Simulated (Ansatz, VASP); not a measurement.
## Si26O21 (amorphous SiO2 against Si(100), +19 O) in two plane-wave programs

One calculation is typed for both programs; each brings its own data sets. How far apart do they land? The cell is taken from a series of runs on this material, whose earlier steps may have relaxed, scaled, displaced or heated it; both programs get it as it stands.

Program: Ansatz 0.2.0. Level of theory: plane waves, with VASP 6.6.1 beside it; single point at PBE. Results are calculated unless marked as measured.

**1. Starting point**

The cell holds 141 atoms: 78 Si and 63 O. Cell: a = 10.900 Å, b = 10.900 Å, c = 20.028 Å, α = 90.0°, β = 90.0°, γ = 90.0°. It derives from Si (7 planes of diamond Si(100)). A slab of 7 planes of diamond Si(100) (starting lattice constant a = 5.45 A), 10.90 x 10.90 A in plane. 85 atoms (22 Si, 63 O) packed at random between the slab and its periodic image at 2.2 g/cm^3 (a layer of 10.3 A) and pushed apart as soft spheres. Langevin MD at fixed cell with the MACE-MP-0b2 small potential (Batatia et al., arXiv:2401.00096), steps of 1.5 fs: 0.63 ps at 3200 K with the crystal held, 3200 to 800 K in 1.8 ps with the crystal held, 800 to 300 K in 0.9 ps with its inner planes held; soft walls kept the melt out of the crystal while it was held. Then all atoms and the cell's height relaxed. The structure's axis is c.

**2. Ansatz: single point, PBE**

Ansatz runs on its default PAW (the set named soft_2) files.

With cell and atoms fixed, the geometry can't cause a difference; cores, projectors, grids and the points listed under the comparison can.

Input file input.yaml:

```yaml
crystal:
  lattice:
    - [10.9, 0.0, 0.0]
    - [0.0, 10.9, 0.0]
    - [0.0, 0.0, 20.02837]
  atoms:
    - { symbol: Si, position: [0.98818, 0.00185, 0.24863] }
    - { symbol: Si, position: [0.19353, 0.15795, 0.02068] }
    - { symbol: Si, position: [0.01816, 0.2393, 0.10526] }
    - { symbol: Si, position: [0.11903, 0.37034, 0.17968] }
    - { symbol: Si, position: [0.24636, 0.99788, 0.10252] }
    - { symbol: Si, position: [0.3583, 0.11493, 0.18233] }
    - { symbol: Si, position: [0.2381, 0.24644, 0.2516] }
    - { symbol: Si, position: [0.37482, 0.38014, 0.06172] }
    - { symbol: Si, position: [0.10151, 0.1335, 0.31951] }
    - { symbol: Si, position: [0.97841, 0.25674, 0.39311] }
    - { symbol: Si, position: [0.12441, 0.35916, 0.46387] }
    - { symbol: Si, position: [0.24249, 0.02258, 0.38303] }
    - { symbol: Si, position: [0.30721, 0.13281, 0.47756] }
    - { symbol: Si, position: [0.36866, 0.36435, 0.32111] }
    - { symbol: Si, position: [0.98407, 0.49637, 0.23882] }
    - { symbol: Si, position: [0.14366, 0.60719, 0.03422] }
    - { symbol: Si, position: [0.00849, 0.7297, 0.10782] }
    - { symbol: Si, position: [0.11191, 0.87984, 0.17421] }
    - { symbol: Si, position: [0.24616, 0.50431, 0.12059] }
    - { symbol: Si, position: [0.37093, 0.63037, 0.18327] }
    - { symbol: Si, position: [0.24226, 0.76001, 0.24443] }
    - { symbol: Si, position: [0.35283, 0.83107, 0.04609] }
    - { symbol: Si, position: [0.12409, 0.61096, 0.30225] }
    - { symbol: Si, position: [0.00241, 0.74096, 0.36428] }
    - { symbol: Si, position: [0.15396, 0.84457, 0.41812] }
    - { symbol: Si, position: [0.22909, 0.48599, 0.38274] }
    - { symbol: Si, position: [0.33731, 0.63949, 0.4362] }
    - { symbol: Si, position: [0.36462, 0.88697, 0.31351] }
    - { symbol: Si, position: [0.4989, 0.00245, 0.24516] }
    - { symbol: Si, position: [0.62025, 0.11179, 0.06978] }
[... 105 atom lines left out ...]
    - { symbol: O, position: [0.89537, 0.36813, 0.59685] }
    - { symbol: O, position: [0.76521, 0.65425, 0.41283] }
    - { symbol: O, position: [0.9177, 0.77047, 0.50766] }
    - { symbol: O, position: [0.57278, 0.08493, 0.99335] }
    - { symbol: O, position: [0.81499, 0.81145, 0.98045] }
    - { symbol: O, position: [0.50403, 0.61712, 0.61986] }
kpoints:
  mp_grid: { grid: [1, 1, 1] }
hamiltonian:
  xc: pbe
scf:
  occupations: { method: fermi_dirac, width: 0.025 }
output:
  forces: true
  stress: true
  populations: true
  dos:
    method: { smearing: { sigma: 0.08 } }
    de: 0.05
    projected:
      site_lists:
        layer_1: [1, 2, 4, 7, 15, 16, 18, 21, 29, 30, 32, 35, 43, 44, 46, 49, 93, 109, 124]
        layer_2: [0, 3, 5, 6, 14, 17, 19, 20, 22, 28, 31, 33, 34, 42, 45, 47, 48, 50]
        layer_3: [8, 9, 11, 13, 23, 24, 25, 26, 27, 36, 37, 39, 41, 51, 53, 55, 136]
        layer_4: [10, 12, 38, 40, 52, 54, 63, 65, 66, 71, 81, 82, 84, 86, 99, 104, 107, 111, 114, 125, 126, 131, 137]
        layer_5: [56, 59, 60, 68, 77, 78, 80, 85, 91, 92, 95, 96, 102, 105, 115, 117, 118, 120, 121, 132, 135, 140]
        layer_6: [62, 67, 69, 70, 74, 75, 100, 101, 103, 108, 110, 112, 113, 116, 123, 127, 128, 129, 133, 134]
        layer_7: [57, 58, 61, 64, 72, 73, 76, 79, 83, 87, 88, 89, 90, 94, 97, 98, 106, 119, 122, 130, 138, 139]
  eigenvalues: true
  write_density: true
  write_potential: true
  volumetric_format: npy
```

Command:

```console
$ ansatz run input.yaml --threads 4 --pin off --max-ram 15872MiB --backend cpu --events-out ev --progress --plain --runs-dir out
```

Numbers of over 12 decimals in the logs are rounded to 6 here.

The program printed:

```text
Engine: ansatz 0.2.0, aarch64-unknown-linux-gnu
Pseudopotentials: kind: paw
Pseudopotential: Si, paw, valence charge 4, recommended cutoff 420 eV (normal), Si.paw.azcp
Pseudopotential: O, paw, valence charge 6, recommended cutoff 420 eV (normal), O.paw.azcp
Functional definition: PBE
  parameter kappa = 0.804
  parameter beta = 0.066725
  exchange = pbe_x(kappa = kappa, mu = beta*pi^2/3)
  correlation = pbe_c(beta = beta)
Crystal: 141 atoms, lattice volume = 2379.571 Å³
Basis set: ecut = 420 eV, 46531 PW (Γ), exchange–correlation on 150×150×270 points (8 copies of the dense FFT grid, shifted against one another)
Bands: 486, of which v1, the nominal top of the filled ones, is band 345 counted from 1 (344 counted from 0)
Symmetry: 1 space group operations
Space group: P1 (ITA 1), of the structure as read, at distance tolerance 1.3e-4 Å
k-points: 1
Non-local potential: Si, projectors of the file, l = 0: 2, l = 1: 2, l = 2: 2
Non-local potential: O, projectors of the file, l = 0: 2, l = 1: 2, l = 2: 1
PAW form: soft (Blöchl's): semilocal exchange-correlation on the pseudo side does not see the compensation charge
PAW one-centre angular grid: Si, 110 points (default); XC on 64 Gauss nodes
PAW one-centre angular grid: O, 110 points (default); XC on 64 Gauss nodes
Initial density: superposition of atomic densities (neutral atoms: chi_scale 0, normalization atom), corrected by the library's trained network
Initial wavefunctions: pseudopotential atomic-orbital guess
Functional: x = pbe(κ = 0.804, μ = 0.219515), c = pbe(β = 0.066725)
SCF iter   1: F=—  HF=-85408.125697 eV  |F-HF|=—  |Δ(HF+E_count)|=         —  Δρ=2.14e-2  dr2=3.08e1  ethr=1.77e-3  ⟨swp⟩=7.0  Hψ=2478  notcnv=0  defer=102
preconditioner: auto → LDOS  [insulator: Δε(μ)=0.224 eV  Ē_g=11.916 eV  σ=0.025 eV  W_gap=0.98  n_scr=442 (ndim 8)  ℏωp=19.5 eV  f_vac=0.121  D(μ)=1.77/eV (n_scr^D=2)  ε∞_Penn≈3.7  β→1.0]
SCF iter   2: F=—  HF=-85658.820437 eV  |F-HF|=—  |Δ(HF+E_count)|=    2.51e2  Δρ=1.50e-1  dr2=3.22e3  ethr=1.77e-3  ⟨swp⟩=5.0  Hψ=931  notcnv=0  defer=132  recentre
SCF iter   3: F=—  HF=-85409.918874 eV  |F-HF|=—  |Δ(HF+E_count)|=    2.49e2  Δρ=2.77e-2  dr2=4.56e1  ethr=1.77e-3  ⟨swp⟩=3.0  Hψ=935  notcnv=0  defer=116
SCF iter   4: F=—  HF=-85406.952094 eV  |F-HF|=—  |Δ(HF+E_count)|=    2.97e0  Δρ=7.67e-3  dr2=1.97e0  ethr=1.77e-3  ⟨swp⟩=2.0  Hψ=843  notcnv=0  defer=119
SCF iter   5: F=—  HF=-85406.826520 eV  |F-HF|=—  |Δ(HF+E_count)|=   1.26e-1  Δρ=9.19e-3  dr2=1.04e0  ethr=2.86e-4  ⟨swp⟩=2.0  Hψ=380  notcnv=0  defer=124
SCF iter   6: F=—  HF=-85406.765454 eV  |F-HF|=—  |Δ(HF+E_count)|=   6.11e-2  Δρ=8.49e-3  dr2=4.70e-1  ethr=1.51e-4  ⟨swp⟩=1.0  Hψ=559  notcnv=0  defer=128
SCF iter   7: F=—  HF=-85406.848273 eV  |F-HF|=—  |Δ(HF+E_count)|=   8.28e-2  Δρ=1.56e-2  dr2=1.72e1  ethr=6.82e-5  ⟨swp⟩=2.0  Hψ=375  notcnv=0  defer=128  recentre
SCF iter   8: F=—  HF=-85406.777394 eV  |F-HF|=—  |Δ(HF+E_count)|=   7.09e-2  Δρ=6.63e-3  dr2=6.05e-1  ethr=6.82e-5  ⟨swp⟩=2.0  Hψ=654  notcnv=0  defer=128
SCF iter   9: F=—  HF=-85406.884450 eV  |F-HF|=—  |Δ(HF+E_count)|=   1.07e-1  Δρ=1.65e-2  dr2=1.86e1  ethr=6.82e-5  ⟨swp⟩=1.0  Hψ=559  notcnv=0  defer=128  recentre
SCF iter  10: F=—  HF=-85406.753224 eV  |F-HF|=—  |Δ(HF+E_count)|=   1.31e-1  Δρ=1.95e-3  dr2=2.78e-1  ethr=6.82e-5  ⟨swp⟩=2.0  Hψ=642  notcnv=0  defer=128
SCF iter  11: F=—  HF=-85406.749267 eV  |F-HF|=—  |Δ(HF+E_count)|=   3.96e-3  Δρ=1.98e-3  dr2=2.47e-1  ethr=4.04e-5  ⟨swp⟩=1.0  Hψ=559  notcnv=0  defer=128
SCF iter  12: F=—  HF=-85406.746299 eV  |F-HF|=—  |Δ(HF+E_count)|=   2.97e-3  Δρ=1.81e-3  dr2=2.20e-1  ethr=3.58e-5  ⟨swp⟩=1.0  Hψ=358  notcnv=0  defer=128
SCF iter  13: F=—  HF=-85406.740725 eV  |F-HF|=—  |Δ(HF+E_count)|=   5.57e-3  Δρ=1.37e-3  dr2=8.11e-2  ethr=3.18e-5  ⟨swp⟩=1.0  Hψ=358  notcnv=0  defer=128
SCF iter  14: F=—  HF=-85406.740602 eV  |F-HF|=—  |Δ(HF+E_count)|=   1.23e-4  Δρ=6.26e-4  dr2=2.07e-2  ethr=1.18e-5  ⟨swp⟩=1.0  Hψ=358  notcnv=0  defer=128
SCF iter  15: F=—  HF=-85406.739468 eV  |F-HF|=—  |Δ(HF+E_count)|=   1.13e-3  Δρ=2.23e-4  dr2=2.08e-3  ethr=3.00e-6  ⟨swp⟩=1.0  Hψ=358  notcnv=0  defer=128
SCF iter  16: F=—  HF=-85406.739387 eV  |F-HF|=—  |Δ(HF+E_count)|=   8.11e-5  Δρ=2.71e-4  dr2=4.03e-3  ethr=3.01e-7  ⟨swp⟩=2.0  Hψ=397  notcnv=0  defer=128
SCF iter  17: F=—  HF=-85406.739374 eV  |F-HF|=—  |Δ(HF+E_count)|=   1.23e-5  Δρ=2.43e-4  dr2=3.02e-3  ethr=3.01e-7  ⟨swp⟩=1.0  Hψ=358  notcnv=0  defer=128
SCF iter  18: F=—  HF=-85406.739341 eV  |F-HF|=—  |Δ(HF+E_count)|=   3.37e-5  Δρ=1.54e-4  dr2=6.75e-4  ethr=3.01e-7  ⟨swp⟩=1.0  Hψ=358  notcnv=0  defer=128
SCF iter  19: F=—  HF=-85406.739350 eV  |F-HF|=—  |Δ(HF+E_count)|=   9.15e-6  Δρ=1.69e-4  dr2=1.03e-3  ethr=9.78e-8  ⟨swp⟩=1.0  Hψ=358  notcnv=0  defer=128
[...]
atom 131  O      0.00172147     0.00955167    -0.00499912
  atom 132  O     -0.00605147     0.00175084    -0.00708278
  atom 133  O     -0.00588032    -0.00151606    -0.00117283
  atom 134  O     -0.00288800     0.00406702    -0.00677352
  atom 135  O      0.00775430     0.00444649     0.00464301
  atom 136  O     -0.00764407     0.00518286    -0.00141674
  atom 137  O     -0.00105704    -0.00158742    -0.00224629
  atom 138  O      0.00824291     0.00459935    -0.00120822
  atom 139  O     -0.00325221     0.07157344     0.04528553
  atom 140  O     -0.02156469    -0.02363382     0.01684153
  atom 141  O     -0.00382077     0.00605942    -0.00585556
  max |Σ_I F_I| component: 2.48e-4 eV/Å
--- Stress (GPa, compression-positive) ---
        1.776141      -0.177710       1.569184
       -0.177710      -2.333200      -0.205477
        1.569184      -0.205477       0.049123
  P = ⅓ Tr σ = -0.1693 GPa (-1.693 kbar)
--- Band table (eV) ---
  k-point 0: bands = [... 341 lower, 4.2914, 4.6719, 4.7961, 4.8486, 4.8541, 5.0865, 5.2721, 5.5366, ... 137 higher]
--- Löwdin populations: 141 sites ---
  site symbol       q [e]
     0     Si      3.9643
     1     Si      2.7534
     2     Si      4.1566
     3     Si      3.9592
     4     Si      4.0465
     5     Si      3.9647
     6     Si      3.9633
     7     Si      3.4559
     8     Si      3.9511
     9     Si      4.1144
    10     Si      2.9260
    11     Si      4.1082
    12     Si      2.5176
    13     Si      4.0257
    14     Si      3.9560
    15     Si      2.8387
    16     Si      4.0503
    17     Si      3.9784
    18     Si      4.0302
    19     Si      3.9723
    20     Si      3.9542
    21     Si      2.9714
    22     Si      3.9527
    23     Si      4.0844
[...]
133      O      6.7754
   134      O      6.7716
   135      O      6.7605
   136      O      6.7494
   137      O      6.7559
   138      O      6.7236
   139      O      6.7676
   140      O      6.7626
  spilling = 0.013319 (of n_electrons = 690.000000)
```

In the SCF lines HF is the Harris–Foulkes energy and dr2 the Hartree energy of the density residual, in eV; the loop may stop once dr2 is under the threshold and the program's other checks hold. Hψ counts applications of the Hamiltonian.

**3. VASP: single point, PBE**

The same cell, functional, mesh and smearing now go to VASP, with its own data sets.

Lines of VASP's logs that name or quote its potential files are left out, and so is its time.

Input file INCAR:

```
SYSTEM = Si26O21
PREC = Accurate
ENCUT = 600
EDIFF = 1E-06
NELM = 120
ISMEAR = -1
SIGMA = 0.025
LREAL = Auto
ALGO = Normal
GGA = PE
NBANDS = 443
LORBIT = 11
LWAVE = .FALSE.
LCHARG = .FALSE.
ISIF = 2
LASPH = .TRUE.
GGA_COMPAT = .FALSE.
```

Input file POSCAR:

```
Si26O21
1.0
   10.9000000000      0.0000000000      0.0000000000
    0.0000000000     10.9000000000      0.0000000000
    0.0000000000      0.0000000000     20.0283700000
Si O
78 63
Direct
    0.9881800000      0.0018500000      0.2486300000
    0.1935300000      0.1579500000      0.0206800000
    0.0181600000      0.2393000000      0.1052600000
    0.1190300000      0.3703400000      0.1796800000
    0.2463600000      0.9978800000      0.1025200000
    0.3583000000      0.1149300000      0.1823300000
    0.2381000000      0.2464400000      0.2516000000
    0.3748200000      0.3801400000      0.0617200000
    0.1015100000      0.1335000000      0.3195100000
    0.9784100000      0.2567400000      0.3931100000
    0.1244100000      0.3591600000      0.4638700000
    0.2424900000      0.0225800000      0.3830300000
    0.3072100000      0.1328100000      0.4775600000
    0.3686600000      0.3643500000      0.3211100000
    0.9840700000      0.4963700000      0.2388200000
    0.1436600000      0.6071900000      0.0342200000
    0.0084900000      0.7297000000      0.1078200000
    0.1119100000      0.8798400000      0.1742100000
    0.2461600000      0.5043100000      0.1205900000
    0.3709300000      0.6303700000      0.1832700000
    0.2422600000      0.7600100000      0.2444300000
    0.3528300000      0.8310700000      0.0460900000
    0.1240900000      0.6109600000      0.3022500000
    0.0024100000      0.7409600000      0.3642800000
    0.1539600000      0.8445700000      0.4181200000
    0.2290900000      0.4859900000      0.3827400000
    0.3373100000      0.6394900000      0.4362000000
    0.3646200000      0.8869700000      0.3135100000
    0.4989000000      0.0024500000      0.2451600000
    0.6202500000      0.1117900000      0.0697800000
[... 105 atom lines left out ...]
    0.8953700000      0.3681300000      0.5968500000
    0.7652100000      0.6542500000      0.4128300000
    0.9177000000      0.7704700000      0.5076600000
    0.5727800000      0.0849300000      0.9933500000
    0.8149900000      0.8114500000      0.9804500000
    0.5040300000      0.6171200000      0.6198600000
```

Input file KPOINTS:

```
Automatic mesh
0
Gamma
1 1 1
0 0 0
```

PAW data sets: Si and O (PBE family, release 64).

Command:

```console
$ export OMP_NUM_THREADS=3
$ mpirun -np 1 vasp_gam
```

The program printed:

```text
[banner, memory and clock lines left out]
running    1 mpi-ranks, on    1 nodes
[...]
Offloading initialized ...    1 GPUs detected
[...]
LDA part: xc-table for (Slater+PW92), standard interpolation
 POSCAR, INCAR and KPOINTS ok, starting setup
[...]
entering main loop
       N       E                     dE             d eps       ncg     rms          rms(c)
DAV:   1     0.595774972984E+04    0.59577E+04   -0.39478E+05   894   0.163E+03
DAV:   2    -0.369743342962E+03   -0.63275E+04   -0.60521E+04  1073   0.336E+02
DAV:   3    -0.104009773969E+04   -0.67035E+03   -0.66272E+03  1052   0.113E+02
DAV:   4    -0.105923327793E+04   -0.19136E+02   -0.18999E+02  1052   0.204E+01
[...]
DAV:  26    -0.957493254877E+03    0.20424E-04   -0.37011E-05  1052   0.113E-02    0.314E-02
DAV:  27    -0.957493265034E+03   -0.10158E-04   -0.87445E-06   948   0.617E-03    0.490E-02
DAV:  28    -0.957493264662E+03    0.37203E-06   -0.62794E-06   980   0.812E-03
   1 F= -.95749326E+03 E0= -.95745122E+03  d E =-.840860E-01
```

From OUTCAR (step 3):

```text
  FREE ENERGIE OF THE ION-ELECTRON SYSTEM (eV)
  ---------------------------------------------------
  free  energy   TOTEN  =      -957.4932646622 eV

  energy  without entropy=     -957.4091786978  energy(sigma->0) =     -957.45122168

[... 1 further part left out ...]
```

The run ends at a pressure of -0.20 GPa, with forces up to 0.93 eV/Å.

**4. Comparison**

Known differences besides the potentials themselves: the cutoff is 420 eV in Ansatz and 600 eV in VASP (PREC = Accurate, projectors in real space). Total energies have different zeros and are not compared.

Both answers:

| quantity | Ansatz | VASP | difference |
| --- | --- | --- | --- |
| pressure (GPa) | -0.17 | -0.20 | +0.03 |

Forces on 7 of the 141 atoms, those with the largest forces and the largest differences (eV/Å; atoms numbered as in POSCAR):

| atom | Ansatz x, y, z | VASP x, y, z |
| --- | --- | --- |
| Si41 | 0.008, 0.015, 0.006 | -0.077, 0.087, -0.110 |
| Si57 | 0.001, 0.006, 0.010 | 0.014, 0.053, 0.081 |
| Si62 | 0.028, 0.033, -0.023 | -0.019, 0.057, -0.069 |
| Si69 | 0.008, -0.009, -0.002 | 0.013, -0.072, -0.097 |
| O86 | 0.001, -0.018, -0.005 | -0.079, 0.912, 0.185 |
| O118 | -0.001, 0.019, 0.008 | 0.079, -0.911, -0.181 |
| O126 | 0.000, -0.009, 0.000 | 0.088, -0.085, 0.123 |

The forces differ by 69 meV/Å r.m.s., where the r.m.s. force is 0.014 eV/Å in Ansatz and 0.069 eV/Å in VASP: the atoms lie near their places of rest in Ansatz, so a percentage would say little (all taken over all components). VASP's last cycles still show a density residual of 5e-03, so its state may not be settled.

**5. Outcome**

| Item | Value |
| --- | --- |
| r.m.s. force difference (single point, PBE) | 69 meV/Å |

The r.m.s. force difference is 69 meV/Å (single point, PBE), beyond the 12 meV/Å picked in this series as the mark of a large difference. What causes the difference of the single point, PBE pair stays open here. How closely two codes agree says nothing of how well the functional describes the real material.

[Lines on the potential files, build, host, timing and source positions are cut from VASP's logs without a mark.]

[Logs are printed without paths, hosts, clocks, repeated set-up lines and the standing remarks that a program may print on its own settings, such as how far it seeks lower states.]

[Hosts, paths, dates, database ids (printed as entryN), source tags and the programs' standing remarks are cut or masked in the printed files.]
